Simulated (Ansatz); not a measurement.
## Rh, space group P6_3/mmc: a relaxation of the ions, step by step

With Ansatz 0.2.0 through its Python package.

Typed at the interpreter:
```pycon
>>> from dataclasses import dataclass
>>> from pathlib import Path
>>> import ansatz as az
>>> import matplotlib.pyplot as plt
>>> import numpy as np
>>> @dataclass(frozen=True)
... class Options:
...     xc: str = "pbe"
...     k_density: float = 2.4
...     smearing: str = "Marzari-Vanderbilt"
...
>>> opts = Options()
>>> crystal = (
...     az.Lattice.of((2.73098, 0.0, 0.0), (-1.36549, 2.3651, 0.0), (0.0, 0.0, 4.42849))
...     .atom("Rh", (2 / 3, 1 / 3, 0.75))
...     .atom("Rh", (1 / 3, 2 / 3, 0.25))
... )
>>> crystal.resolved().sites[-1]
Site(symbol='Rh', position=(0.3333333333333333, 0.6666666666666666, 0.25), moment=None, axis=None, held=None, saved=None)
>>> model = (
...     crystal.calculation()
...     .functional(opts.xc)
...     .kpoints(density=opts.k_density)
...     .occupations(opts.smearing)
...     .relax(random_displacement=True, displacement_amplitude=0.03, displacement_seed=5)
...     .density()
...     .potential()
...     .output_files(volumetric_format=["xsf", "npy"])
... )
>>> steps = []
>>> def collect(event):
...     if event["event"] == "relax_step":
...         steps.append(event["data"])
...
>>> done = model.session().plan().execute(on_event=collect)
DeckWarning: basis.ecutwfc = 420 eV, auto-derived from the records' recommended cutoffs: set by Rh (normal level)
>>> r = done.report
>>> [(site.symbol, site.position_frac.round(4).tolist()) for site in done.lattice.sites]
[(<Element.RH: 'Rh'>, [0.6683, 0.3329, 0.7517]), (<Element.RH: 'Rh'>, [0.335, 0.6663, 0.2516])]
>>> r["converged"], r["free_energy_ev"]
(True, -12805.773815836514)
>>> print("step   energy (eV)     max comp. (eV/A)  SCF")
step   energy (eV)     max comp. (eV/A)  SCF
>>> for s in steps:
...     print(f"{s['step']:4d} {s['lagrangian_ev']:15.5f} {s['allowed_force_max_ev_ang']:12.4f} {s['n_scf']:5d}")
...
   1    -12805.76608       0.2032     6
   2    -12805.77312       0.0619     6
   3    -12805.77382       0.0008     4
   4    -12805.77382       0.0009     2
>>> first, last = steps[0], steps[-1]
>>> symbols = [site.symbol for site in done.lattice.sites]
>>> print(f"energy gained {first['lagrangian_ev'] - last['lagrangian_ev']:.4f} eV in {len(steps) - 1} steps")
energy gained 0.0077 eV in 3 steps
>>> fig, (top, bottom) = plt.subplots(2, 1, sharex=True, figsize=(4.5, 4))
>>> top.plot([s["lagrangian_ev"] - last["lagrangian_ev"] for s in steps], "o-")
[<matplotlib.lines.Line2D object at 0x...>]
>>> top.set_ylabel("E - E(final) (eV)")
Text(0, 0.5, 'E - E(final) (eV)')
>>> bottom.semilogy([max(s["allowed_force_max_ev_ang"], 1e-6) for s in steps], "s-")
[<matplotlib.lines.Line2D object at 0x...>]
>>> bottom.set(xlabel="step", ylabel="largest force (eV/A)")
[Text(0.5, 0, 'step'), Text(0, 0.5, 'largest force (eV/A)')]
>>> fig.tight_layout()
>>> fig.savefig("relax.png", dpi=100)
>>> print("relaxed fractional positions")
relaxed fractional positions
>>> for site in done.lattice.sites:
...     print(f"  {site.symbol:2s}", " ".join(f"{v % 1:8.5f}" for v in np.round(site.position_frac, 5)))
...
  Rh  0.66827  0.33293  0.75167
  Rh  0.33499  0.66628  0.25164
>>> n_atoms = len(r["lattice"]["sites"])
>>> print("F =", round(r["free_energy_ev"], 4), "eV for", n_atoms, "atoms")
F = -12805.7738 eV for 2 atoms
>>> print("E(sigma -> 0) =", round(r["energy_sigma0_ev"], 4), "eV, TS =", round(r["entropy_ts_ev"], 5), "eV")
E(sigma -> 0) = -12805.7719 eV, TS = 0.00563 eV
>>> print("closed by", r["closed_by"], "after", r["n_iterations"], "iterations")
closed by deck_thresholds after 2 iterations
>>> folder = Path(done.write_results("volumes"))
>>> print(sorted(path.name for path in folder.iterdir()))
['fields.json', 'rho.npy', 'rho.xsf', 'rho_z.tsv', 'v_es.npy', 'v_es.xsf', 'v_tot.npy', 'v_tot.xsf', 'v_z.tsv']
>>> head = (folder / "rho.xsf").read_text().split("BEGIN_BLOCK")[0]
>>> print(head)
CRYSTAL
PRIMVEC
    2.730981    0.000000    0.000000
   -1.365491    2.365099    0.000000
    0.000000    0.000000    4.428490
PRIMCOORD
    2    1
   45    1.370434    0.787409    3.328761
   45    0.005049    1.575823    1.114404
```

Notes:
- Absolute energies stand on the zero of these potentials, so only differences at equal settings mean something. A total without «per atom» is that of the cell as typed.
- Spin is left out of this run.
- The mesh is modest for a metal, so energies can be off by several to tens of meV an atom and pressures by half a GPa or more; differences at equal mesh fare better.
- Energies along a relaxation are free energies. A last row that repeats the one before re-solves the same geometry more tightly.
- The first row is the displaced cell, and groups found at tight tolerances show what the force threshold leaves of the kick.
- The fields are valence quantities on the plane-wave grid; their values near the nuclei depend on the potentials.
- This isn't the structure that Rh takes at ambient conditions.
- Warnings are shown shortened and without file and line.
- The whole script took 19 s on 1 thread of Arm Neoverse V1 (shared host), peak memory 0.46 GiB.

(Lines on the test bed's own set-up are left out of the output.)
